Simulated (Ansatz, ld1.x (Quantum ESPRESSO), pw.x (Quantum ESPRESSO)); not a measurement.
## zinc (Zn): one change to the RRKJ potential, in the atom and in the bcc crystal

- Element: zinc (Zn)
- Generator: ld1.x (Quantum ESPRESSO) 7.5
- Type: norm-conserving RRKJ (Kleinman–Bylander form)
- Functional: PBE
- Relativity: scalar-relativistic
- Frozen core: [Ar] 3d10
- Valence charge: 2
- Reference configuration: 4s1 4p1
- Partial waves: 4s (bound): rc 2.15 bohr; 4p (bound): rc 2.60 bohr
- Local potential: all-electron potential smoothed inside 1.70 bohr (lloc = -1)
- Core correction: Bessel-smoothed model core, default radius (core density twice the valence density)
- rho0: 0.001

Change: type ultrasoft; waves now 4s (bound): rcut 1.85, rcutus 2.15 bohr; 4s channel at 0.1 Ry: rcut 1.85, rcutus 2.15 bohr; 4p (bound): rcut 2.25, rcutus 2.60 bohr; 4p channel at 0.55 Ry: rcut 2.25, rcutus 2.60 bohr; local potential all-electron potential smoothed inside 2.05 bohr (lloc = -2); augmentation built from norm-conserving waves at rcut, not smoothed further; rho0 0.

Cutoffs, loose and tight: the cutoffs (Ry, on a coarse ladder) from which the occupation-weighted sum of valence levels, in a spherical-Bessel basis at the reference potential, stays within 10 and 1 mRy of its value at 400 Ry. They do not see the model core or the augmentation charge, which bear on the density cutoff. Test errors are all-electron minus pseudo excitation energies from the reference, over the configurations 4s2 4p0; 4s1 4p0; 4s1.5 4p0; 4s0 4p1; 4s0 4p2; variants that change the core or the reference have their own tests.

Crystal test: bcc Zn in pw.x 7.5, no spin, 15³ k-points, Fermi–Dirac smearing 0.01 Ry, cutoffs set for each file from its atomic test. The reference is all-electron LAPW (Ansatz 0.2.0) with the same functional, mesh and smearing; V0 and B0 come from Birch–Murnaghan fits to the pressures at five volumes. Errors are pseudo minus all-electron; Δ is the rms difference of the E(V) curves that follow from these fits, minima aligned, over ±6 % about the mean V0. Mesh and smearing are coarse, so the numbers serve the comparison and aren't converged zero-temperature values; the lattice is a test structure that the element need not adopt.

All-electron: a0 = 3.134 Å (V0 = 15.39 Å³/atom), B0 = 64.0 GPa.

Question: Does the change bring the crystal closer to the all-electron result?

Answer: The mean pressure error goes from -21.28 to -18.16 GPa, so the change moves the solid closer to the all-electron pressures. Neither pressure curve crosses zero within the volumes sampled, so no fits are given.

```csv
quantity,base,changed
outcome (atom),generated,generated
"cutoff, loose (atom)",10 Ry,6 Ry
"cutoff, tight (atom)",30 Ry,8 Ry
bound ghosts (atom),none,none
largest test error (meV) (atom),-93,-95
cutoffs in pw.x (Ry),50/200,40/600
mean pressure error (GPa),-21.28,-18.16
```

Base: This is a poor potential for the solid. The pseudo pressure rises with volume over the whole range, a mechanical instability. Changed file: This is a poor potential for the solid.
